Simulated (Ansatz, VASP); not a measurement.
Pd: VASP beside Ansatz

```
Pd
1.0
     0.00000    1.94650    1.94650
     1.94650    0.00000    1.94650
     1.94650    1.94650    0.00000
Pd
1
Direct
  0.00000 0.00000 0.00000
```

Alike in both runs: task relaxation of cell and atoms; functional revPBE; dispersion D3(BJ); k mesh 12 × 12 × 12; occupations fermi-dirac, width 0.05 eV; no spin polarisation.

|  | VASP | Ansatz |
| --- | --- | --- |
| version | VASP 6.6.1 | Ansatz 0.2.0 |
| potentials or method | VASP PAW PBE potentials, release 64 (Pd), cutoff 600 eV | all-electron LAPW, scalar-relativistic |

```tsv
	VASP	Ansatz	Ansatz less VASP
relaxed volume (Å³/atom)	14.40	14.42	+0.020
relaxed cell length with the largest relative difference (Å)	2.731	2.732	+0.0012
energy change over the relaxation (meV/atom)	-5	-5	+0.6
```

Ansatz ran all-electron here, so the differences hold the error of VASP's frozen core and of both bases.

Caveats: the PAW data sets were made with another functional, which shifts forces and pressure a little (VASP); pairwise dispersion overbinds metals, which lowers pressure and volume (VASP).
